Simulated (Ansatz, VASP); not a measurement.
# Fe: VASP beside Ansatz

```xyz
1
Lattice="-1.4141 1.4141 1.4430 1.4141 -1.4141 1.4430 1.4141 1.4141 -1.4430" Properties=species:S:1:pos:R:3 pbc="T T T"
Fe    0.0000    0.0000    0.0000
```

Alike in both runs: task single point; functional PBEsol; k mesh 11 × 11 × 11; occupations fermi-dirac, width 0.05 eV; collinear spin.

|  | VASP | Ansatz |
| --- | --- | --- |
| version | VASP 6.6.1 | Ansatz 0.2.0 |
| potentials or method | VASP PAW PBE potentials, release 64 (Fe) | Ansatz PAW |
| plane-wave cutoff (eV) | 520 | 420 |
| valence electrons in the cell | 8 | 16 |

|  | VASP | Ansatz | Ansatz less VASP |
| --- | --- | --- | --- |
| gap on the k mesh at the Fermi level (eV) | none | none | - |
| pressure (GPa) | -11.5 | -11.6 | -0.09 |
| largest component of the traceless stress (GPa) | 1.78 | 1.69 | -0.092 |
| net moment per atom (μB) | 2.24 | 2.23 | -0.010 |
| size of the moment on the site where the two differ most (μB) | 2.23 | 2.27 | +0.034 |

Site moments also hang on the region over which each program counts them. A gap of «none» marks a metal or a gap that the smearing closes. The two sets of potentials don't hold the same shells in valence.

Caveats: the PAW data sets were made with another functional, which shifts forces and pressure a little (VASP); the PAW data sets come from PBE, with cores solved anew for the run's functional, which leaves a small shift of forces and pressure (Ansatz).
